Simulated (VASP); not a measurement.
# SiNi (P2_13) in VASP: notebook

One crystal, SiNi, is run at these levels: PBEsol, PBE; tasks: core levels, phonons, optical spectrum, density of states.

All numbers are computed with VASP 6.6.1; they aren't measurements. Logs are shortened: lines on timing, memory, paths and dates and some standing lists are left out, and cuts for length are marked.

### Step 1. The crystal as given

Symmetry: P2_13, No. 198, cubic system. The conventional cell has a = 4.504 Å, b = 4.504 Å, c = 4.504 Å, α = 90.00°, β = 90.00°, γ = 90.00°. Around Ni (site symmetry 3) lie 7 Si at 2.36 to 2.44 Å. Si (site symmetry 3) is surrounded by 7 Ni at 2.36 to 2.44 Å.

The cell is a database's computed one.

### Step 2. Core levels, PBEsol, collinear spin, ferromagnetic start

INCAR

```
SYSTEM = SiNi
ALGO = Normal ; EDIFF = 1E-6
ENCUT = 520 ; GGA = PS
ICORELEVEL = 1 ; ISIF = 2
ISMEAR = 0 ; ISPIN = 2
LASPH = .True. ; LCHARG = .False.
LMAXMIX = 4 ; LORBIT = 11
LREAL = .False. ; LWAVE = .False.
MAGMOM = 1 1 1 1 0 0 0 0 ; NELM = 100
PREC = Accurate ; SIGMA = 0.02
```

KPOINTS

```
k-points
0
Gamma
  5 5 5
  0 0 0
```

POSCAR

```
SiNi
1.0
    4.5036940000      0.0000000000      0.0000000000
    0.0000000000      4.5036940000      0.0000000000
    0.0000000000      0.0000000000      4.5036940000
Ni Si
4 4
Direct
    0.1495040000      0.1495040000      0.1495040000
    0.6495040000      0.3504960000      0.8504960000
    0.8504960000      0.6495040000      0.3504960000
    0.3504960000      0.8504960000      0.6495040000
    0.8468300000      0.8468300000      0.8468300000
    0.3468300000      0.6531700000      0.1531700000
    0.1531700000      0.3468300000      0.6531700000
    0.6531700000      0.1531700000      0.3468300000
```

Potentials or basis: VASP PAW PBE potentials, release 64 (Ni, Si).

Command:

```console
cat potpaw_PBE.64/Ni/POTCAR potpaw_PBE.64/Si/POTCAR > POTCAR
mpirun -np 1 vasp_std > vasp.out
```

OUTCAR:

```text
SYSTEM = SiNi
   EDIFF = 1E-6
   ENCUT = 520
   GGA = PS
   ISIF = 2
   ISMEAR = 0
   ISPIN = 2
   LASPH = .True.
   LORBIT = 11
   LREAL = .False.
   NELM = 100
   PREC = Accurate

 ion  position               nearest neighbor table
   1  0.150  0.150  0.150-   5 2.36   6 2.41   7 2.41   8 2.41   6 2.44   7 2.44   8 2.44   2 2.78
                             4 2.78   4 2.78   2 2.78   3 2.78   3 2.78
   2  0.650  0.350  0.850-   6 2.36   5 2.41   7 2.41   8 2.41   7 2.44   8 2.44   5 2.44   3 2.78
                             1 2.78   3 2.78   1 2.78   4 2.78   4 2.78
   3  0.850  0.650  0.350-   7 2.36   6 2.41   5 2.41   8 2.41   8 2.44   5 2.44   6 2.44   2 2.78
                             2 2.78   4 2.78   4 2.78   1 2.78   1 2.78
   4  0.350  0.850  0.650-   8 2.36   6 2.41   7 2.41   5 2.41   6 2.44   7 2.44   5 2.44   1 2.78
                             1 2.78   3 2.78   3 2.78   2 2.78   2 2.78
   5  0.847  0.847  0.847-   1 2.36   2 2.41   3 2.41   4 2.41   2 2.44   3 2.44   4 2.44   6 2.78
                             7 2.78   8 2.78   8 2.78   7 2.78   6 2.78
   6  0.347  0.653  0.153-   2 2.36   1 2.41   3 2.41   4 2.41   3 2.44   4 2.44   1 2.44   8 2.78
                             5 2.78   7 2.78   7 2.78   8 2.78   5 2.78
   7  0.153  0.347  0.653-   3 2.36   2 2.41   1 2.41   4 2.41   4 2.44   1 2.44   2 2.44   8 2.78
                             5 2.78   6 2.78   5 2.78   6 2.78   8 2.78
   8  0.653  0.153  0.347-   4 2.36   2 2.41   3 2.41   1 2.41   2 2.44   3 2.44   1 2.44   7 2.78
                             5 2.78   5 2.78   6 2.78   6 2.78   7 2.78

  LATTYP: Found a simple cubic cell.
 ALAT       =     4.5036940000

  Lattice vectors:

 A1 = (   4.5036940000,   0.0000000000,   0.0000000000)
 A2 = (   0.0000000000,   4.5036940000,   0.0000000000)
 A3 = (   0.0000000000,   0.0000000000,   4.5036940000)

Analysis of symmetry for initial positions (statically):
=====================================================================
 Subroutine PRICEL returns:
 Original cell was already a primitive cell.

 Routine SETGRP: Setting up the symmetry group for a
 simple cubic supercell.

 Subroutine GETGRP returns: Found 12 space group operations
 (whereof  3 operations were pure point group operations)
 out of a pool of 48 trial point group operations.

The static configuration has the point symmetry C_3 .
 The point group associated with its full space group is T   .

Analysis of symmetry for dynamics (positions and initial velocities):
=====================================================================
 Subroutine PRICEL returns:
 Original cell was already a primitive cell.

 Routine SETGRP: Setting up the symmetry group for a
 simple cubic supercell.

 Subroutine GETGRP returns: Found 12 space group operations
 (whereof  3 operations were pure point group operations)
 out of a pool of 48 trial point group operations.

The dynamic configuration has the point symmetry C_3 .
 The point group associated with its full space group is T   .

Analysis of structural, dynamic, and magnetic symmetry:
=====================================================================
 Subroutine PRICEL returns:
 Original cell was already a primitive cell.

 Routine SETGRP: Setting up the symmetry group for a
 simple cubic supercell.

 Subroutine GETGRP returns: Found 12 space group operations
 (whereof  3 operations were pure point group operations)
 out of a pool of 48 trial point group operations.

The overall configuration has the point symmetry C_3 .
 The point group associated with its full space group is T   .

 Subroutine INISYM returns: Found 12 space group operations
 (whereof  3 operations are pure point group operations),
 and found     1 'primitive' translations

----------------------------------------------------------------------------------------

                                     Primitive cell

  volume of cell :      91.3496

  direct lattice vectors                    reciprocal lattice vectors
     4.503694000  0.000000000  0.000000000     0.222039952  0.000000000  0.000000000
     0.000000000  4.503694000  0.000000000     0.000000000  0.222039952  0.000000000
     0.000000000  0.000000000  4.503694000     0.000000000  0.000000000  0.222039952

  length of vectors
     4.503694000  4.503694000  4.503694000     0.222039952  0.222039952  0.222039952

  position of ions in fractional coordinates (direct lattice)
     0.149504000  0.149504000  0.149504000
     0.649504000  0.350496000  0.850496000
     0.850496000  0.649504000  0.350496000
     0.350496000  0.850496000  0.649504000
[... 86 lines left out ...]
   EMIN   =  10.00;   EMAX   =-10.00  energy-range for DOS
   EFERMI =   0.00;   METHOD = LEGACY
   ISMEAR =     0;   SIGMA  =   0.02  broadening in eV -4-tet -1-fermi 0-gaus
   EFERMI_NEDOS =   21; number of points for ismear=-14 and -15
   IALGO  =     38    algorithm
   IMIX   =      4    mixing-type and parameters
     AMIX     =   0.40;   BMIX     =  1.00
     AMIX_MAG =   1.60;   BMIX_MAG =  1.00
  volume/ion in A,a.u.               =      11.42        77.06
  Fermi-wavevector in a.u.,A,eV,Ry     =   1.390706  2.628053 26.314523  1.934063
  Thomas-Fermi vector in A             =   2.514615
   LORBIT       =     11    0 simple, 1 ext, 2 COOP (PROOUT), +10 PAW based schemes
   GGA     = PS    functional components
   LHFCALC =     F    Hartree Fock is set to
   AEXX    =    0.0000 exact exchange contribution
   IVDW    =     0    specifies the selected vdW correction
   LEPSILON=     F    determine dielectric tensor
   LRPA    =     F    only Hartree local field effects (RPA)
 spin polarized calculation
 Gauss-broadening in eV      SIGMA  =   0.02
  energy-cutoff  :      520.00
  volume of cell :       91.35
 maximum number of plane-waves:      2517
 NGX is ok and might be reduce to    36
   NGX = 17   NGY = 17   NGZ = 17

 number of electron      55.9999997 magnetization       0.0012471

 number of electron      55.9999997 magnetization      -0.0001081

 Free energy of the ion-electron system (eV)
  ---------------------------------------------------
  ext. energy  EPLUGINS =         0.00000000
  ---------------------------------------------------
  free energy    TOTEN  =       -51.54081376 eV

  energy without entropy =      -51.53969729  energy(sigma->0) =      -51.54025553

 the core state eigenenergies are
   1-  1s  -8193.5546  2s   -963.5814  2p   -826.4511  3s    -92.4438  3p    -52.8422

   2-  1s  -8193.5546  2s   -963.5814  2p   -826.4511  3s    -92.4438  3p    -52.8422

   3-  1s  -8193.5546  2s   -963.5814  2p   -826.4511  3s    -92.4438  3p    -52.8422

   4-  1s  -8193.5546  2s   -963.5814  2p   -826.4511  3s    -92.4438  3p    -52.8422

   5-  1s  -1769.8147  2s   -123.4845  2p    -79.5307
   6-  1s  -1769.8147  2s   -123.4845  2p    -79.5307
   7-  1s  -1769.8147  2s   -123.4845  2p    -79.5307
   8-  1s  -1769.8147  2s   -123.4845  2p    -79.5307

 E-fermi :  11.8944     XC(G=0): -12.6728

 val. band max:       11.8917064267   @ k =   0.2000   0.2000   0.0000
 cond. band min:      11.9291647898   @ k =   0.4000   0.2000   0.0000
 fundamental gap:      0.0374583631
 Fermi energy:        11.8944100676

 spin component 1

 k-point     1 :       0.0000    0.0000    0.0000
  band No.  band energies     occupation
      1      -2.3748      1.00000
      2       3.0349      1.00000
      3       3.0349      1.00000
      4       3.0349      1.00000
      5       5.5380      1.00000
      6       5.5380      1.00000
[... 258 lines left out ...]
 k-point     8 :       0.2000    0.2000    0.2000
  band No.  band energies     occupation
      1      -1.5269      1.00000
      2       1.5869      1.00000
      3       2.3018      1.00000
      4       3.5347      1.00000
      5       4.9214      1.00000
      6       5.7129      1.00000
      7       6.0203      1.00000
      8       6.4534      1.00000
      9       7.1160      1.00000

 Fermi energy:        11.8944100676

 spin component 2

 k-point     1 :       0.0000    0.0000    0.0000
  band No.  band energies     occupation
      1      -2.3748      1.00000
      2       3.0348      1.00000
      3       3.0348      1.00000
      4       3.0348      1.00000
      5       5.5380      1.00000
      6       5.5380      1.00000
[... 407 lines left out ...]
     34      16.1293      0.00000
     35      16.5429      0.00000

------------------------ aborting loop because EDIFF is reached ----------------------------------------

  FORCE on cell =-STRESS in cart. coord.  units (eV):
  Direction    XX          YY          ZZ          XY          YZ          ZX
  --------------------------------------------------------------------------------------
  -------------------------------------------------------------------------------------
  Total       -2.4753794     -2.4753794     -2.4753794      0.0000000      0.0000000      0.0000000
  in kB      -43.4155929    -43.4155929    -43.4155929      0.0000000      0.0000000      0.0000000
  external PRESSURE =     -43.4155929 kB  Pullay stress =       0.0000000 kB

 VOLUME and BASIS-vectors are now :
 -----------------------------------------------------------------------------
  energy-cutoff  :      520.00
  volume of cell :       91.35
      direct lattice vectors                 reciprocal lattice vectors
     4.503694000  0.000000000  0.000000000     0.222039952  0.000000000  0.000000000
     0.000000000  4.503694000  0.000000000     0.000000000  0.222039952  0.000000000
     0.000000000  0.000000000  4.503694000     0.000000000  0.000000000  0.222039952

 POSITION                                       TOTAL-FORCE (eV/Angst)
 -----------------------------------------------------------------------------------
      0.67332      0.67332      0.67332        -0.015950     -0.015950     -0.015950
      2.92517      1.57853      3.83037        -0.015950      0.015950      0.015950
      3.83037      2.92517      1.57853         0.015950     -0.015950      0.015950
      1.57853      3.83037      2.92517         0.015950      0.015950     -0.015950
      3.81386      3.81386      3.81386        -0.019967     -0.019967     -0.019967
      1.56202      2.94168      0.68983        -0.019967      0.019967      0.019967
      0.68983      1.56202      2.94168         0.019967     -0.019967      0.019967
      2.94168      0.68983      1.56202         0.019967      0.019967     -0.019967
 -----------------------------------------------------------------------------------
    total drift:                                0.000000      0.000000     -0.000000

  FREE ENERGIE OF THE ION-ELECTRON SYSTEM (eV)
  ---------------------------------------------------
  free  energy   TOTEN  =       -51.5408137633 eV

  energy  without entropy=      -51.5396972900  energy(sigma->0) =      -51.54025553

 total charge

# of ion       s       p       d       tot
------------------------------------------
    1        0.458   0.607   8.498   9.563
    2        0.458   0.607   8.498   9.563
    3        0.458   0.607   8.498   9.563
    4        0.458   0.607   8.498   9.563
    5        0.739   0.842   0.000   1.582
    6        0.739   0.842   0.000   1.582
    7        0.739   0.842   0.000   1.582
    8        0.739   0.842   0.000   1.582
--------------------------------------------------
tot          4.790   5.798  33.990  44.578

 magnetization (x)

# of ion       s       p       d       tot
------------------------------------------
    1        0.000   0.000  -0.000  -0.000
    2        0.000   0.000  -0.000  -0.000
    3        0.000   0.000  -0.000  -0.000
    4        0.000   0.000  -0.000  -0.000
    5       -0.000  -0.000   0.000  -0.000
    6       -0.000  -0.000   0.000  -0.000
    7       -0.000  -0.000   0.000  -0.000
    8       -0.000  -0.000   0.000  -0.000
--------------------------------------------------
tot         -0.000  -0.000  -0.000  -0.000
```

It took 42 s on 1 thread of Intel Xeon 6975P-C (Granite Rapids), shared host; peak memory 0.25 GiB.

Results:

```
Free energy                                           : -51.5408 eV
Pressure                                              : -4.3 GPa
Largest force                                         : 0.035 eV/Å
Band gap on the k mesh                                : none (metal or under the smearing width)
Net moment                                            : 0.00 μB per cell
Valence electrons inside the program's atomic spheres : Ni 9.56; Si 1.58
```

Forces in eV/Å, atoms in the order of the input:
```
Ni  -0.016 -0.016 -0.016
Ni  -0.016  0.016  0.016
Ni   0.016 -0.016  0.016
Ni   0.016  0.016 -0.016
Si  -0.020 -0.020 -0.020
Si  -0.020  0.020  0.020
Si   0.020 -0.020  0.020
Si   0.020  0.020 -0.020
```

Core levels (eV, on the scale of the bands):
| atom | levels |
| --- | --- |
| 1 Ni | 1s -8193.6, 2s -963.6, 2p -826.5, 3s -92.4, 3p -52.8 |
| 2 Ni | 1s -8193.6, 2s -963.6, 2p -826.5, 3s -92.4, 3p -52.8 |
| 3 Ni | 1s -8193.6, 2s -963.6, 2p -826.5, 3s -92.4, 3p -52.8 |
| 4 Ni | 1s -8193.6, 2s -963.6, 2p -826.5, 3s -92.4, 3p -52.8 |
| 5 Si | 1s -1769.8, 2s -123.5, 2p -79.5 |
| 6 Si | 1s -1769.8, 2s -123.5, 2p -79.5 |

Caveat: the PAW data sets were made with another functional, which shifts forces and pressure a little.

(Part 1 of 3 ends here.)
